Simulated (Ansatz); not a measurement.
# Sn: distorted cells

Computed with DFT PBE, scalar-relativistic, plane waves, PAW in Ansatz.

Plane waves to 420 eV, a k mesh through Γ of 14×14×14 on the computed 2-atom cell and Gaussian smearing (0.10 eV); no spin polarisation.

Reference cell:

```
CELL_PARAMETERS angstrom
-2.94014 2.94014 1.59930
2.94014 -2.94014 1.59930
2.94014 2.94014 -1.59930
ATOMIC_POSITIONS crystal
Sn 0.75000 0.25000 0.50000
Sn 0.00000 0.00000 0.00000
```

Each variant moves atoms of this cell by the vectors given, if any (Å), and then applies a symmetric strain (tensor components, Cartesian axes). The reference cell isn't relaxed at this level. Energies are per atom at zero smearing, counted from the lowest variant. Pressure is positive in compression.

1. strain (xx yy zz yz xz xy, %) -1.01 -1.01 7.99 0.00 0.00 0.00
2. strain (xx yy zz yz xz xy, %) 0.20 0.20 9.20 0.00 0.00 0.00
3. strain (xx yy zz yz xz xy, %) 7.70 7.70 -1.30 0.00 0.00 0.00
4. strain (xx yy zz yz xz xy, %) 5.34 5.34 -0.66 0.00 0.00 0.00
5. strain (xx yy zz yz xz xy, %) -2.40 -5.08 1.56 -6.00 0.00 0.00; moves: Sn1 (0.000, -0.139, -0.057); Sn2 (0.000, 0.139, 0.057)

```tsv
variant	ΔE (meV/atom)	P (GPa)	largest force (eV/Å)	space group
1	0.0	-0.76	0.00	I4_1/amd
2	9.5	-2.16	0.00	I4_1/amd
3	39.9	-3.64	0.00	I4_1/amd
4	6.1	-2.67	0.00	I4_1/amd
5	307.6	10.17	3.23	C2/m
```